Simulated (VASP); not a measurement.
## GaP: relaxation of cell and atoms with PBEsol

GaP:

```
Ga P
1.0
     0.00000    2.71842    2.71842
     2.71842    0.00000    2.71842
     2.71842    2.71842    0.00000
Ga P
1 1
Cartesian
  0.0000 0.0000 0.0000
  1.3592 1.3592 1.3592
```

```json
{"Program": "VASP 6.6.1", "Task": "relaxation of cell and atoms", "Functional": "PBEsol", "Potentials or basis": "VASP PAW PBE potentials, release 64 (Ga_d, P)", "Cutoff": "600 eV", "k mesh": "8 × 8 × 8", "Occupations": "gaussian, width 0.03 eV", "Spin": "no spin polarisation", "Further INCAR settings": "ALGO = Normal; EDIFF = 1e-07; IBRION = 2; EDIFFG = -0.005; NSW = 90; ISIF = 3"}
```

```json
{"Pressure after relaxing": "0.0 GPa", "Band gap on the k mesh": "1.50 eV, indirect (least direct gap 1.81 eV)"}
```

Final structure:
```
CELL_PARAMETERS angstrom
0.00000 2.71842 2.71842
2.71842 0.00000 2.71842
2.71842 2.71842 0.00000
ATOMIC_POSITIONS crystal
Ga 0.00000 0.00000 0.00000
P 0.25000 0.25000 0.25000
```

Levels at points of the mesh, in eV from the valence-band top:
| k point | band 7 | band 8 | band 9 | band 10 | band 11 | band 12 |
| --- | --- | --- | --- | --- | --- | --- |
| (0.00, 0.00, 0.00) | 0.00 | 0.00 | 0.00 | 1.81 | 3.82 | 3.82 |
| (0.50, 0.00, 0.00) | -6.74 | -1.14 | -1.14 | 1.61 | 4.65 | 4.65 |
| (0.50, 0.50, 0.00) | -6.84 | -2.74 | -2.74 | 1.50 | 1.71 | 10.61 |

Wall time 7.4 s on 1 thread of Intel(R) Xeon(R) 6975P-C (Granite Rapids), on a shared host, peak memory 0.18 GiB.

Caveat: the relaxation stopped at its first step, so nothing moved; the PAW data sets were made with another functional, which shifts forces and pressure a little. A k mesh can miss the band edges.
